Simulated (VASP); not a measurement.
A run of VASP 6.6.1 is set up as follows.

INCAR

```
PREC     = Accurate       # precision mode
ENCUT    = 520            # plane-wave cutoff, eV
EDIFF    = 1E-6           # SCF threshold, eV
ISMEAR   = 0              # smearing method
SIGMA    = 0.1            # smearing width, eV
LREAL    = F              # projectors in reciprocal space
LASPH    = T              # aspherical terms in the spheres
NELM     = 100            # most SCF steps
ALGO     = Fast           # electronic algorithm
ISIF     = 2              # what is computed and relaxed
LWAVE    = F              # write WAVECAR
LCHARG   = F              # write CHGCAR
GGA      = PS             # functional
NBANDS   = 20             # bands
```

The input KPOINTS:

```
Automatic mesh
0
Gamma
  18 18 24
```

Contents of POSCAR:

```
Mn
1.0
    3.6076285377      0.0000000000      0.0000000000
   -1.8038142688      3.1242979610      0.0000000000
    0.0000000000      0.0000000000      2.3628751584
Mn
2
Direct
    0.3333333333      0.6666666667      0.0000000000
    0.6666666667      0.3333333333      0.0000000000
```

Potentials or basis: VASP PAW PBE potentials, release 64 (Mn_pv).

Run with:

```console
$ cat potpaw_PBE.64/Mn_pv/POTCAR > POTCAR
$ mpirun -np 1 vasp_std > vasp.out
```

**Question.** Predict the pressure.

**Answer.** 0.7 GPa.

**Question.** Predict the band gap on the k mesh.

**Answer.** None (metal or under the smearing width).

Stress tensor (GPa, compression positive):
```
 1.12  0.00  0.00
 0.00  1.12  0.00
 0.00  0.00 -0.07
```

Caveat: the PAW data sets were made with another functional, which shifts forces and pressure a little; the run has no spin polarisation, though such a crystal can be magnetic. Spin polarisation is off, so any magnetic state and its effect on volume and gap are missing.
